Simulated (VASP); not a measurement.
# Ag (Fm-3m) in VASP: settings compared, part 2 of 2

VASP 6.6.1.

### 4 Band structure, PBE+D4+U (cell strained at random at fixed volume)

The input, run.py:

```python
from ase.calculators.vasp import Vasp
from ase.dft.bandgap import bandgap
from ase.io import read

atoms = read('Ag.cif')
calc = Vasp(
    directory='calc',
    xc='pbe',
    pp='PBE',
    setups='minimal',
    prec='Accurate',
    encut=500,
    ediff=1e-05,
    ismear=0,
    sigma=0.1,
    lreal=False,
    lasph=True,
    nelm=60,
    algo='Normal',
    isif=2,
    lwave=False,
    lcharg=True,
    lmaxmix=4,
    ldautype=1,
    ldauprint=1,
    ivdw=13,
    amix=0.8,
    ldau_luj={'Ag': {'L': 2, 'U': 6.2, 'J': 1.0}},
    kpts=[11, 11, 11],
    gamma=True,
)
atoms.calc = calc

print('energy (eV):', atoms.get_potential_energy())
print('free energy (eV):', atoms.get_potential_energy(force_consistent=True))
efermi = calc.get_fermi_level()
print('Fermi level (eV):', efermi)
path = atoms.cell.bandpath(npoints=40, eps=1e-4)
print('path:', path.path)
calc.set(kpts=path.kpts, reciprocal=True, icharg=11, isym=0, lcharg=False)
calc.calculate(atoms)
print('gap on the path (eV):', bandgap(calc, efermi=efermi)[0])
print('direct gap on the path (eV):', bandgap(calc, efermi=efermi, direct=True)[0])
```

The input, Ag.cif:

```cif
data_Ag
_cell_length_a 2.89064338
_cell_length_b 2.89770550
_cell_length_c 2.88291386
_cell_angle_alpha 59.02334587
_cell_angle_beta 59.59906637
_cell_angle_gamma 61.27961197
_space_group_name_H-M_alt 'P1'
_space_group_name_Hall 'P 1'
_space_group_IT_number 1
loop_
_space_group_symop_operation_xyz
'x,y,z'
loop_
_atom_site_label
_atom_site_type_symbol
_atom_site_symmetry_multiplicity
_atom_site_Wyckoff_symbol
_atom_site_fract_x
_atom_site_fract_y
_atom_site_fract_z
_atom_site_occupancy
Ag1 Ag 1 a 0.0001190000 0.0095510000 -0.0043060000 1
```

Run with:

```
$ python run.py
```

It took 26 s on 1 thread of Intel Xeon 6975P-C (Granite Rapids), shared host; peak memory 0.13 GiB.

It converged, with:

| Item | Value |
| --- | --- |
| Band gap along the path | none (metal or under the smearing width) |
| Dispersion energy per atom | -0.568 eV |

Levels at the corners of the path, in eV from the Fermi level:
| point | band 3 | band 4 | band 5 | band 6 | band 7 | band 8 | band 9 |
| --- | --- | --- | --- | --- | --- | --- | --- |
| X | -6.53 | -4.92 | -4.77 | -0.36 | 2.98 | 15.45 | 18.12 |
| Γ | -6.62 | -6.47 | -5.72 | -5.54 | 16.16 | 19.23 | 19.70 |
| Y | -6.59 | -4.93 | -4.75 | -0.32 | 3.05 | 15.44 | 18.04 |
| L | -4.88 | -4.61 | -4.55 | 2.11 | 6.74 | 10.09 | 10.92 |
| Γ | -6.62 | -6.47 | -5.72 | -5.54 | 16.16 | 19.23 | 19.70 |
| Z | -6.45 | -4.83 | -4.81 | -0.27 | 3.15 | 15.26 | 17.56 |
| N | -4.89 | -4.66 | -4.56 | 1.53 | 5.96 | 10.82 | 11.38 |
| Γ | -6.62 | -6.47 | -5.72 | -5.54 | 16.16 | 19.23 | 19.69 |
| M | -4.90 | -4.67 | -4.52 | 1.70 | 6.19 | 10.74 | 11.11 |
| R | -6.55 | -4.82 | -4.75 | -0.07 | 3.50 | 15.08 | 17.30 |
| Γ | -6.62 | -6.47 | -5.72 | -5.54 | 16.16 | 19.23 | 19.70 |

Caveat: the log is that of the step along the path at fixed density, whose energy, stress, charges and moments have no meaning; U without spin polarisation on a metal has little footing; pairwise dispersion overbinds metals, which lowers pressure and volume; the U is typed as a test and isn't derived for this compound.

### 5 Optical spectrum, revPBE+dDsC (cell strained at random at fixed volume)

The input, INCAR:

```
SYSTEM = Ag
  ALGO = Normal
  CSHIFT = 0.05
  EDIFF = 1E-7
  ENCUT = 520
  GGA = RE
  ISIF = 2
  ISMEAR = 1
  IVDW = 4
  LASPH = .TRUE.
  LCHARG = .FALSE.
  LOPTICS = .TRUE.
  LREAL = .FALSE.
  LWAVE = .FALSE.
  NBANDS = 38
  NEDOS = 2000
  NELM = 60
  PREC = Accurate
  SIGMA = 0.2
```

The input, KPOINTS:

```
k-points
0
G
  11 11 11
  0 0 0
```

The input, POSCAR:

```
Ag
1.0
    0.0244240000      2.0515500000      2.0362460000
    2.0851100000      0.0227250000      2.0379450000
    2.0778570000      2.0459970000      0.0299780000
Ag
1
Direct
    0.0452350000     -0.0688050000      0.0207610000
```

Potentials or basis: VASP PAW PBE potentials, release 64 (Ag).

Run with:

```
$ cat potpaw_PBE.64/Ag/POTCAR > POTCAR
$ mpirun -np 1 vasp_std > vasp.out
```

OUTCAR:

```text
SYSTEM = Ag
   EDIFF = 1E-7
   ENCUT = 520
   GGA = RE
   ISIF = 2
   ISMEAR = 1
   IVDW = 4
   LASPH = .TRUE.
   LREAL = .FALSE.
   NELM = 60
   PREC = Accurate
  IVDW =   4

 ion  position               nearest neighbor table
   1  0.045  0.931  0.021-

  LATTYP: Found a triclinic cell.
 ALAT       =     5.0370834151
 B/A-ratio  =     0.5741038971
 C/A-ratio  =     0.8029320901
 COS(alpha) =     0.0012633966
 COS(beta)  =     0.4085650332
 COS(gamma) =     0.8661560315

  Lattice vectors:

 A1 = (  -4.1457960000,   2.0061000000,  -2.0396440000)
 A2 = (  -2.0606860000,   2.0288250000,  -0.0016990000)
 A3 = (  -0.0316770000,  -0.0282780000,  -4.0442130000)

Analysis of symmetry for initial positions (statically):
=====================================================================
 Subroutine PRICEL returns:
 Original cell was already a primitive cell.

 Routine SETGRP: Setting up the symmetry group for a
 triclinic supercell.

[... 687 lines left out ...]
     2.077857000  2.045997000  0.029978000     0.242530002  0.246128632 -0.250887539

 POSITION                                       TOTAL-FORCE (eV/Angst)
 -----------------------------------------------------------------------------------
      1.98589      0.15644      1.99046         0.000000      0.000000      0.000000
 -----------------------------------------------------------------------------------
    total drift:                               -0.000007      0.000006      0.000004

  FREE ENERGIE OF THE ION-ELECTRON SYSTEM (eV)
  ---------------------------------------------------
  free  energy   TOTEN  =        -2.9644991036 eV

  energy  without entropy=       -2.9643810625  energy(sigma->0) =       -2.96445976

 electrical conductivity sigma (Mega S m-1) (frequency dependency in vasprun.xml)
  --------------------------------------------------------------------------------------
       0.207       0.038       0.046
       0.038       0.155       0.017
       0.046       0.017       0.112

  frequency dependent IMAGINARY DIELECTRIC FUNCTION (independent particle, no local field effects) density-density
     E(ev)      X         Y         Z        XY        YZ        ZX
  --------------------------------------------------------------------------------------------------------------
     0.00000     0.00000     0.00000     0.00000     0.00000     0.00000     0.00000
     1.00261     0.00000     0.00000     0.00000    -0.00009    -0.00001    -0.00007
     2.00521     0.00000     0.00000     0.00000    -0.00005    -0.00001    -0.00003
     3.00782    -0.33085    -0.08944    -0.06759    -0.19484    -0.19361    -0.23152
     4.01043     3.41706     3.72843     4.12610     0.30660     0.75044     0.62597
     5.01304     4.32133     4.03597     3.76792    -0.36579    -0.46263    -0.28727
[... 92 lines left out ...]
    98.25552     0.00000     0.00000     0.00000    -0.00000    -0.00000    -0.00000
    99.25813     0.00000     0.00000     0.00000    -0.00000    -0.00000    -0.00000

  frequency dependent      REAL DIELECTRIC FUNCTION (independent particle, no local field effects) density-density
     E(ev)        X           Y           Z          XY          YZ          ZX
  --------------------------------------------------------------------------------------------------------------
     0.00000     4.93937     4.92778     4.94218     0.07316     0.13497     0.14938
     1.00261     5.08815     5.07587     5.09199     0.08323     0.14896     0.16584
     2.00521     5.69200     5.67591     5.70014     0.12280     0.21335     0.23610
     3.00782     8.88160     8.65995     8.83131     0.55514     0.77045     0.82638
     4.01043     2.86198     2.76314     2.54427    -0.15517    -0.11067    -0.38788
     5.01304     1.80461     2.05290     2.00104    -0.22777    -0.49360    -0.55681
[... 92 lines left out ...]
    98.25552     0.87000     0.87005     0.87002    -0.00009    -0.00016    -0.00020
    99.25813     0.87349     0.87354     0.87351    -0.00009    -0.00016    -0.00019

  frequency dependent IMAGINARY DIELECTRIC FUNCTION (independent particle, no local field effects) current-current
     E(ev)      X         Y         Z        XY        YZ        ZX
  --------------------------------------------------------------------------------------------------------------
     0.00000     0.00000     0.00000     0.00000     0.14781     0.26952     0.29938
     1.00261     0.00000     0.00000     0.00000     0.00911     0.01635     0.01812
     2.00521     0.00000     0.00000     0.00000     0.00988     0.01670     0.01833
     3.00782    -0.40469    -0.15205    -0.12335    -0.01800    -0.00934    -0.02701
     4.01043     3.45284     3.75680     4.11169     0.21584     0.45988     0.42601
     5.01304     4.30647     4.06463     3.78906    -0.18484    -0.25274    -0.13628
[... 92 lines left out ...]
    98.25552    -0.00000    -0.00000    -0.00000     0.00000     0.00000     0.00000
    99.25813    -0.00000    -0.00000    -0.00000     0.00000     0.00000     0.00000

  frequency dependent      REAL DIELECTRIC FUNCTION (independent particle, no local field effects) current-current
     E(ev)        X           Y           Z          XY          YZ          ZX
  --------------------------------------------------------------------------------------------------------------
     0.00000     4.93798     4.92639     4.94078     0.07494     0.13507     0.15059
     1.00261     5.08616     5.07390     5.08999     0.08312     0.14876     0.16562
     2.00521     5.68855     5.67250     5.69667     0.12251     0.21291     0.23561
     3.00782     8.91556     8.67069     8.84751     0.57587     0.78635     0.84515
     4.01043     2.80325     2.68772     2.45085    -0.16429    -0.14583    -0.41194
     5.01304     1.71323     1.96984     1.92324    -0.21145    -0.47343    -0.54249
[... 92 lines left out ...]
    98.25552     0.87000     0.87005     0.87002    -0.00009    -0.00016    -0.00019
    99.25813     0.87349     0.87354     0.87351    -0.00009    -0.00016    -0.00019
```

OSZICAR:

```text
N       E                     dE             d eps       ncg     rms          rms(c)
DAV:   1     0.940274153767E+02    0.94027E+02   -0.35079E+03 50774   0.263E+02
DAV:   2     0.272571172004E+01   -0.91302E+02   -0.81133E+02 59376   0.113E+02
DAV:   3    -0.247837085006E+01   -0.52041E+01   -0.51514E+01 64538   0.260E+01
DAV:   4    -0.248659743349E+01   -0.82266E-02   -0.82250E-02 57078   0.101E+00
DAV:   5    -0.248659914985E+01   -0.17164E-05   -0.17160E-05 57890   0.167E-02    0.512E+00
DAV:   6    -0.227705416149E+01    0.20954E+00   -0.52796E-01 56988   0.255E+00    0.339E+00
DAV:   7    -0.226953108754E+01    0.75231E-02   -0.77521E-03 60048   0.311E-01    0.189E+00
DAV:   8    -0.226723732276E+01    0.22938E-02   -0.40717E-04 58450   0.730E-02    0.825E-02
DAV:   9    -0.226724663314E+01   -0.93104E-05   -0.88315E-06 57054   0.984E-03    0.357E-02
DAV:  10    -0.226725261823E+01   -0.59851E-05   -0.38315E-06 60160   0.785E-03    0.833E-04
DAV:  11    -0.226725264440E+01   -0.26169E-07   -0.19817E-08 54806   0.459E-04
   1 F= -.29644991E+01 E0= -.29644598E+01  d E =-.118041E-03
 imaginary and real dielectric function
```

Wall time 1.9 min (1 thread of Intel Xeon 6975P-C (Granite Rapids), shared host); peak memory 0.55 GiB.

What came out:

```
Free energy                : -2.9645 eV
Pressure                   : -0.6 GPa
Band gap on the k mesh     : none (metal or under the smearing width)
Dispersion energy per atom : -0.697 eV
```

Dielectric function (mean over the directions given):
```tsv
energy (eV)	real part	imaginary part
0.25	4.95	0.00
1.25	5.18	0.00
2.31	6.07	0.00
3.36	9.71	7.52
4.36	4.29	3.66
5.41	2.12	3.02
6.47	1.30	2.54
7.47	1.59	1.46
8.52	2.20	3.01
9.57	2.07	1.73
10.58	2.18	2.46
11.63	1.93	1.43
12.68	1.64	1.82
13.69	1.62	2.27
14.74	0.85	1.89
15.79	1.02	1.28
16.79	0.89	1.59
17.85	1.29	1.44
18.90	1.21	1.03
19.95	1.51	1.79
```

Caveat: spectra need much finer meshes, so this one isn't converged; independent-particle spectra lack excitons; the intraband (Drude) part of a metal's response may be missing; the PAW data sets were made with another functional, which shifts forces and pressure a little; pairwise dispersion overbinds metals, which lowers pressure and volume.

### 6 The reference run

An earlier run on the cell as given: functional PBEsol; potentials or basis VASP PAW PBE potentials, release 64 (Ag); cutoff 520 eV; k mesh 11 × 11 × 11; occupations fermi-dirac, width 0.05 eV; no spin polarisation.

* Pressure: -3.1 GPa
* Band gap on the k mesh: none (metal or under the smearing width)

### 7 Overview

| task | level | potentials or basis | spin | U | cell | k mesh | cutoff (eV) | smearing | k mesh for the DOS | LDAUTYPE | hund's J | ladder | other keys | gap on the mesh (eV) | pressure (GPa) |
| --- | --- | --- | --- | --- | --- | --- | --- | --- | --- | --- | --- | --- | --- | --- | --- |
| density of states | RPBE+D3 | VASP PAW PBE potentials, release 64 (Ag_sv_GW) | off | - | as given | 11 × 11 × 11 | 600 | tetrahedron 0.2 eV | 17 × 17 × 17 | - | - | - | ALGO = Damped; TIME = 0.2; ISMEAR = -5; SIGMA = 0.2 | - | - |
| equation of state | PBEsol+D3+U | VASP PAW PBE potentials, release 64 (Ag) | SOC, no magnetisation | Ag d U = 7 eV | as given | 8 × 8 × 8 | 520 | methfessel-paxton 0.01 eV | - | - | - | - | ISMEAR = 1; SIGMA = 0.01; PREC = Normal | - | - |
| band structure | PBE+D4+U | VASP PAW PBE potentials, release 64 (Ag) | off | Ag d U = 6.2 eV, J = 1.0 eV | cell strained at random at fixed volume | 11 × 11 × 11 | 500 | gaussian 0.1 eV | - | 1 | 1 | - | AMIX = 0.8; EDIFF = 1e-05 | - | - |
| optical spectrum | revPBE+dDsC | VASP PAW PBE potentials, release 64 (Ag) | off | - | cell strained at random at fixed volume | 11 × 11 × 11 | 520 | methfessel-paxton 0.2 eV | - | - | - | - | - | none | -0.6 |
| single point | PBEsol | VASP PAW PBE potentials, release 64 (Ag) | off | - | as given | 11 × 11 × 11 | 520 | fermi-dirac 0.05 eV | - | - | - | free | - | none | -3.1 |

Caveats: the PAW data sets were made with another functional, which shifts forces and pressure a little (some runs); pairwise dispersion overbinds metals, which lowers pressure and volume (some runs); the U is typed as a test and isn't derived for this compound (some runs); U without spin polarisation on a metal has little footing (some runs); spectra need much finer meshes, so this one isn't converged (some runs).

Total energies depend on the potentials used, so only differences within one code and one set of settings carry meaning.
